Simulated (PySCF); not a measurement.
Basis set benchmark on one molecule

Molecule: SMILES CCCN, C₃H₉N.

Mapped SMILES: `[CH3:1][CH2:2][CH2:3][NH2:4]`. Each H is labelled by its parent atom.

Geometry PBE0-D3(BJ)/def2-SVP throughout; GIAO in PySCF 2.14, gas phase, one conformer, non-relativistic; equivalent atoms averaged; functional PBE0.

Reference values (measured; solution, not stated per compound (mostly CDCl3 or CCl4); Pretsch, Buehlmann, Badertscher, Structure Determination of Organic Compounds, 4th ed. (2009)): δ(C3) = 44.6 ppm, δ(C2) = 27.4 ppm, δ(C1) = 11.5 ppm, δ(H(C3)) = 2.65 ppm, δ(H(C2)) = 1.46 ppm, δ(H(C1)) = 0.91 ppm. Computed shifts are taken against TMS, calculated as an isolated molecule at each level.

Problem. How do the basis sets STO-3G, 6-31G, pcSseg-0, 6-31G*, def2-SVP, cc-pVDZ, pcSseg-1, 6-311+G(2d,p), aug-cc-pVDZ, def2-TZVP, IGLO-III, cc-pVTZ, pcSseg-2 perform against the reference? Times are CPU seconds on shared hosts with different chips, so compare them loosely.

Solution. 
```
    basis set  functions    C3    C2    C1  H(C3)  H(C2)  H(C1)  mean abs. error C  mean abs. error H  core-s
       STO-3G         29  43.4  26.1  19.5   1.34   1.00   0.70                3.5               0.66     1.6
        6-31G         54  45.2  27.4  13.9   2.71   1.67   1.02                1.0               0.13     3.1
     pcSseg-0         54  49.6  28.4  14.8   2.56   1.52   1.02                3.1               0.09     3.4
       6-31G*         74  45.0  26.7  13.4   2.63   1.51   0.90                1.0               0.03     3.9
     def2-SVP        101  45.4  27.4  13.0   2.40   1.23   0.77                0.8               0.21     5.2
      cc-pVDZ        101  47.6  30.0  14.1   2.55   1.30   0.84                2.7               0.11     6.5
     pcSseg-1        113  48.9  29.3  13.6   2.56   1.34   0.93                2.8               0.08     8.4
6-311+G(2d,p)        162  47.8  29.2  12.6   2.65   1.41   0.87                2.0               0.03     9.8
  aug-cc-pVDZ        173  46.6  29.7  13.0   2.71   1.46   0.96                1.9               0.04      13
    def2-TZVP        178  49.6  30.1  13.4   2.64   1.42   0.88                3.2               0.03      12
     IGLO-III        230  49.9  30.6  13.4   2.65   1.41   0.89                3.5               0.02      19
      cc-pVTZ        246  48.7  29.7  13.3   2.62   1.39   0.88                2.7               0.04      22
     pcSseg-2        270  50.6  31.0  13.9   2.64   1.42   0.90                4.0               0.02      14
```

For 13C the closest is def2-SVP (0.8 ppm, with 6-31G*, 6-31G practically level) and the furthest pcSseg-2 (4.0 ppm).

For 1H the closest is pcSseg-2 (0.02 ppm, with IGLO-III, def2-TZVP, 6-31G*, 6-311+G(2d,p), aug-cc-pVDZ, cc-pVTZ practically level) and the furthest STO-3G (0.66 ppm). Where a smaller basis beats a larger one, errors probably cancel; the largest sets show where the functional converges. One molecule is a small sample, and vibrational and solvent effects are absent from the calculation.

A small basis that lands close on one nucleus may do so by chance; judge by the trend and by all nuclei.
